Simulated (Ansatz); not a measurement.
An Ansatz input (plane waves, PAW) for GdN in the rocksalt structure that has something wrong with it:

```yaml
crystal:
  lattice:
    - [0.0, 2.4907467938, 2.4907467938]
    - [2.4907467938, 0.0, 2.4907467938]
    - [2.4907467938, 2.4907467938, 0.0]
  atoms:
    - { symbol: Gd, position: [0.5, 0.5, 0.5], spin: 7.0, spin_axis: [0.0, 0.0, 1.0] }
    - { symbol: "N", position: [0.0, 0.0, 0.0] }
basis:
  ecutwfc: 420
  ecutrho_ratio: 4
kpoints:
  mp_gri: { grid: [12, 12, 12] }
hamiltonian:
  xc: pbe
scf:
  occupations: { method: gaussian, width: 0.05 }
  max_iter: 100
output:
  forces: true
  stress: true
magnetization:
  noncollinear: true
  spin_orbit: true
```

Launched as:
```sh
ansatz run input.yaml --threads 4 --pin off --max-ram 7168MiB --backend cpu --events-out ev --progress --plain --runs-dir out
```

What is wrong with it?

A misspelt key. Against the sound input: kpoints.mp_grid: "mp_grid" → "mp_gri" (the cap on iterations is only a precaution).

What the program printed:

```
Error: YAML parse error: error: line 13 column 3: unknown field `mp_gri`, expected one of mp_grid, list, band_path, initial_grid, further_shifts
  --> <input>:13:3
   |
```

The input was refused before any iteration. Cost: 0.02 s on 4 threads of Arm Neoverse V2 (shared host), peak memory 0.021 GiB. The run before the change (PBE with spin–orbit coupling, 420 eV, 12×12×12 mesh) gave:

```tsv
run	P (GPa)	gap on the mesh (eV)	cell moment (μB)	largest force component (eV/Å)
sound	0.0	metal	6.95	0.000
```

The two runs also differ in their start: the sound one had the moments 7.28, 0.00 μB typed, and went on from the state of an earlier run.

The start was a prototype's sites filled with these elements; the Crystallography Open Database holds the compound in this structure.

Of that run: Exchange splits the half-filled 4f shell away from the Fermi level; the metal comes from a small overlap of other bands, which can be the functional's gap error. No antiparallel order was tried.
